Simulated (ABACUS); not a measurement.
Bi:

```
Bi
1.0
     3.48860   -3.13258    0.00000
     3.48860    3.13258    0.00000
    -1.26023    0.00000    3.11355
Bi
2
Direct
  0.75306 0.75306 0.85738
  0.24694 0.24694 0.14262
```

This isn't the form of Bi at room conditions, which is rhombohedral.

- Program: ABACUS 3.10.1
- Task: single point
- Functional: PBE
- Potentials or basis: PseudoDojo NC SR 0.4.1 PBE standard
- Cutoff: 898 eV
- Density cutoff: 3592 eV
- Basis: plane waves
- k mesh: 6 × 6 × 9
- Occupations: fermi-dirac, width 0.05 eV
- Spin: no spin polarisation

On this cell: pressure 0.0 GPa; largest force 0.036 eV/Å; band gap on the k mesh none (metal or under the smearing width).

The same run follows on a disturbed copy (atoms moved at random, drawn with an rms of 0.05 Å):

```
Bi
1.0
     3.48860   -3.13258    0.00000
     3.48860    3.13258    0.00000
    -1.26023    0.00000    3.11355
Bi
2
Direct
  0.75023 0.75159 0.84910
  0.24710 0.25308 0.14475
```

What does the disturbed cell give?

The energy (extrapolated to zero smearing) moves by +1.2 meV/atom; pressure -0.1 GPa; largest force 0.091 eV/Å; band gap on the k mesh none (metal or under the smearing width).

Forces in eV/Å, atoms in the order of the input:
```
Bi   0.079  0.016  0.043
Bi  -0.079 -0.016 -0.043
```

Stress tensor (GPa, compression positive):
```
-0.07 -0.02 -0.34
-0.02 -0.83 -0.02
-0.34 -0.02  0.64
```

Caveats: spin-orbit coupling is left out, which moves the levels of the heavy elements.
